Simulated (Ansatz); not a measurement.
# P: response to strain

P is deformed so: equal xy, yz and zx engineering shear strains of +2 %. What stress and forces result, by LAPW, PAW and all-electron datasets made for the crystal?

Computed with Ansatz 0.2.0 (DFT PBEsol, scalar-relativistic, unless a step's input says otherwise).

## (1) Starting point

Symmetry: P4/mmm, No. 123, tetragonal system. The conventional cell has a = 4.273 Å, b = 4.273 Å, c = 4.378 Å, α = 90.00°, β = 90.00°, γ = 90.00°. P (site symmetry 4/mmm) is surrounded by 6 P at 4.27 to 4.38 Å.

Structure file:

```cif
data_structure
_symmetry_space_group_name_H-M 'P4/mmm'
_symmetry_Int_Tables_number 123
_cell_length_a 4.2729
_cell_length_b 4.2729
_cell_length_c 4.3780
_cell_angle_alpha 90.000
_cell_angle_beta 90.000
_cell_angle_gamma 90.000
_cell_volume 79.93
loop_
_atom_site_label
_atom_site_type_symbol
_atom_site_symmetry_multiplicity
_atom_site_Wyckoff_symbol
_atom_site_fract_x
_atom_site_fract_y
_atom_site_fract_z
_atom_site_occupancy
P1 P 1 a 0.00000 0.00000 0.00000 1
```

The file gives the conventional cell by its symmetry; the runs use the cell typed in the input.

## (2) The deformed structure

Space group P4/mmm before, C2/m after.

## (3) LAPW, all electrons

File input.yaml:

```yaml
crystal:
  lattice:
    - [4.2729048574, 0.0427290486, 0.0427290486]
    - [0.0427290486, 4.2729048574, 0.0427290486]
    - [0.04378, 0.04378, 4.378]
  atoms:
    - { symbol: P, position: [0.0, 0.0, 0.0] }
kpoints:
  mp_grid: { grid: [10, 10, 9] }
  band_path:
    path:
      - [0.0, 0.0, 0.0]
      - [0.4903402537, -0.4903402537, 0.0]
      - [-0.4903402537, -0.5096597463, 0.0]
      - [-0.5, -0.5, 0.0]
      - [0.0, 0.0, 0.0]
      - [-0.5, -0.5, -0.5]
      - [-0.4809123925, -0.5190876075, -0.5]
      - [0.4809123925, -0.4809123925, -0.5]
      - [0.0, 0.0, -0.5]
    npoints: 5
scf:
  occupations: { method: fermi_dirac, width: 0.08 }
hamiltonian:
  xc: pbesol
  pseudopotentials: { kind: all_electron, lapw: { basis_error: 0.00025 } }
output:
  forces: true
  stress: true
  eigenvalues: true
```

The run is started by

```
$ ansatz run input.yaml --threads 1 --pin off --max-ram 3072MiB --backend cpu --events-out ev --progress --plain --runs-dir out
```

## (4) PAW with frozen cores

File input.yaml:

```yaml
crystal:
  lattice:
    - [4.2729048574, 0.0427290486, 0.0427290486]
    - [0.0427290486, 4.2729048574, 0.0427290486]
    - [0.04378, 0.04378, 4.378]
  atoms:
    - { symbol: P, position: [0.0, 0.0, 0.0] }
kpoints:
  mp_grid: { grid: [10, 10, 9] }
scf:
  occupations: { method: fermi_dirac, width: 0.08 }
hamiltonian:
  xc: pbesol
  pseudopotentials: { kind: paw }
output:
  forces: true
  stress: true
  eigenvalues: true
  efg: { contact_densities: true }
  write_density: true
  write_potential: true
  elf: true
  volumetric_format: npy
```

## (5) All-electron PAW on datasets made for the crystal

Changes to input.yaml since step 4:

```diff
@@ -13,3 +13,3 @@
   xc: pbesol
-  pseudopotentials: { kind: paw }
+  pseudopotentials: { kind: all_electron, datasets: crystal }
 output:
@@ -19,5 +19 @@
   efg: { contact_densities: true }
-  write_density: true
-  write_potential: true
-  elf: true
-  volumetric_format: npy
```

(Steps that only read results are left out.)

Before running it: what results should come out? Wanted: pressure; largest shear or deviatoric stress.

As calculated:

| quantity | value |
| --- | --- |
| pressure | LAPW -3.78, PAW -3.78, crystal datasets -3.78 GPa |
| largest shear or deviatoric stress (LAPW) | 0.31 GPa |

What this shows: The largest part of the stress beyond the pressure is 0.31 GPa in size, in the zz component. No run of the undeformed cell stands beside it, so the pressure holds what the given cell had before the change. PAW: stress within 0.01 GPa of LAPW. Crystal datasets: stress within 0.01 GPa of LAPW.
